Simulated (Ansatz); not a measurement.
Molecular dynamics on a 2×2×1 supercell (12 atoms) of TiS₂ (CdI2 type), relaxed with r2SCAN+rVV10. Forces come from PBE in Ansatz 0.2.0: Langevin thermostat and barostat (NPT), 100 K, steps of 1 fs. Spin polarisation is off, nuclei are classical, and the run is far too short for thermal averages.

```yaml
crystal:
  lattice:
    - [6.8212030657, 1.0e-10, 0.0]
    - [-3.4106015329, 5.9073351392, 0.0]
    - [0.0, 0.0, 5.7387202071]
  atoms:
    - { symbol: Ti, position: [0.0, 0.0, 0.0] }
    - { symbol: S, position: [0.1666666667, 0.3333333333, 0.2449123207] }
    - { symbol: S, position: [0.3333333333, 0.1666666667, 0.7550876793] }
    - { symbol: Ti, position: [0.0, 0.5, 0.0] }
    - { symbol: S, position: [0.1666666667, 0.8333333333, 0.2449123207] }
    - { symbol: S, position: [0.3333333333, 0.6666666667, 0.7550876793] }
    - { symbol: Ti, position: [0.5, 0.0, 0.0] }
    - { symbol: S, position: [0.6666666667, 0.3333333333, 0.2449123207] }
    - { symbol: S, position: [0.8333333333, 0.1666666667, 0.7550876793] }
    - { symbol: Ti, position: [0.5, 0.5, 0.0] }
    - { symbol: S, position: [0.6666666667, 0.8333333333, 0.2449123207] }
    - { symbol: S, position: [0.8333333333, 0.6666666667, 0.7550876793] }
kpoints:
  mp_grid: { grid: [3, 3, 3] }
hamiltonian:
  xc: pbe
scf:
  occupations: { method: fermi_dirac, width: 0.02 }
md:
  ensemble: npt_langevin
  temperature: 100
  timestep: 1.0
  n_steps: 40
  initial_velocities: maxwell_boltzmann
  seed: 7685
```

Command: `ansatz run input.yaml --threads 4 --pin off --max-ram 3686MiB --backend cpu --events-out ev --progress --plain --runs-dir out`.

Question: What wall time did it need on 4 threads of Arm Neoverse V1 (shared host), and what peak of host memory did it reach?

Answer: About 3 min, with a peak of 0.79 GiB.

Question: How do temperature and energy develop?

Answer: The temperature starts at 92 K, is lowest at step 26 (48 K, 26 fs) and ends at 71 K. The thermostat hasn't had time to restore it. The atoms start on their lattice sites with kinetic energy alone, so much of it first passes into potential energy.
```
step  t (fs)  T (K)  free energy F from step 0 (meV/atom)  kinetic energy (meV/atom)  pressure (GPa)  volume (Å³/atom)  largest force (eV/Å)
   0       0     92                                   0.0                       11.8            1.81             19.27                  0.10
   1       1     93                                   0.0                       12.0            1.79             19.27                  0.12
   2       2     98                                   0.0                       12.6            1.74             19.28                  0.12
   3       3    105                                  -0.1                       13.6            1.67             19.29                  0.13
   4       4    107                                  -0.1                       13.8            1.59             19.30                  0.14
   5       5    107                                   0.0                       13.8            1.49             19.31                  0.14
   6       6    111                                   0.0                       14.4            1.36             19.33                  0.16
   7       7    113                                   0.1                       14.7            1.20             19.36                  0.20
   8       8    109                                   0.2                       14.1            1.02             19.39                  0.24
   9       9     99                                   0.3                       12.7            0.84             19.42                  0.27
  10      10     90                                   0.5                       11.7            0.65             19.45                  0.31
  11      11     93                                   0.8                       12.0            0.49             19.48                  0.34
  12      12     79                                   1.1                       10.2            0.33             19.51                  0.37
  13      13     77                                   1.5                       10.0            0.17             19.54                  0.40
  14      14     78                                   1.9                       10.1           -0.01             19.57                  0.43
  15      15     76                                   2.4                        9.8           -0.18             19.60                  0.46
  16      16     69                                   3.0                        8.9           -0.36             19.64                  0.49
  17      17     70                                   3.5                        9.1           -0.52             19.67                  0.51
  18      18     62                                   4.0                        8.0           -0.67             19.70                  0.54
  19      19     64                                   4.5                        8.3           -0.80             19.73                  0.56
  20      20     61                                   5.0                        7.9           -0.90             19.75                  0.58
  21      21     64                                   5.5                        8.3           -0.97             19.77                  0.60
  22      22     62                                   5.9                        8.0           -1.03             19.79                  0.62
  23      23     62                                   6.3                        8.0           -1.07             19.80                  0.64
  24      24     56                                   6.6                        7.2           -1.10             19.81                  0.66
  25      25     53                                   6.9                        6.8           -1.11             19.81                  0.67
  26      26     48                                   7.1                        6.2           -1.12             19.81                  0.68
  27      27     49                                   7.3                        6.4           -1.10             19.81                  0.68
  28      28     50                                   7.4                        6.5           -1.05             19.81                  0.69
  29      29     54                                   7.5                        7.0           -0.97             19.79                  0.69
  30      30     50                                   7.5                        6.5           -0.89             19.78                  0.68
  31      31     50                                   7.5                        6.4           -0.78             19.76                  0.68
  32      32     52                                   7.5                        6.7           -0.67             19.74                  0.67
  33      33     53                                   7.4                        6.8           -0.57             19.72                  0.67
  34      34     55                                   7.3                        7.1           -0.46             19.71                  0.66
  35      35     59                                   7.2                        7.6           -0.36             19.69                  0.65
  36      36     67                                   7.1                        8.6           -0.24             19.67                  0.64
  37      37     66                                   7.0                        8.5           -0.13             19.65                  0.63
  38      38     68                                   6.9                        8.8           -0.02             19.64                  0.62
  39      39     67                                   6.7                        8.7            0.08             19.62                  0.60
  40      40     71                                   6.6                        9.2            0.18             19.61                  0.59
```

Positions (Å) and forces (eV/Å) at step 40:
```
cell (Å): 6.861 0.000 0.000; -3.430 5.942 0.000; 0.000 0.000 5.772
Ti  -0.028  -0.014   0.097    -0.148  -0.051  -0.349
S   -0.073   1.966   1.440     0.213   0.308  -0.108
S    1.677   1.034   4.357     0.174  -0.156   0.142
Ti  -1.681   2.918   0.003     0.058   0.143  -0.033
S   -1.743   4.965   1.366     0.229  -0.221   0.206
S   -0.005   3.987   4.387    -0.290  -0.110  -0.036
Ti   3.440   0.060   0.003    -0.058   0.048  -0.123
S    3.343   1.948   1.437     0.165   0.266  -0.274
S    5.184   0.982   4.305    -0.301   0.053   0.501
Ti   1.730   2.983  -0.090     0.209  -0.148   0.263
S    1.687   5.016   1.449     0.014  -0.328  -0.300
S    3.446   3.949   4.373    -0.265   0.197   0.112
```
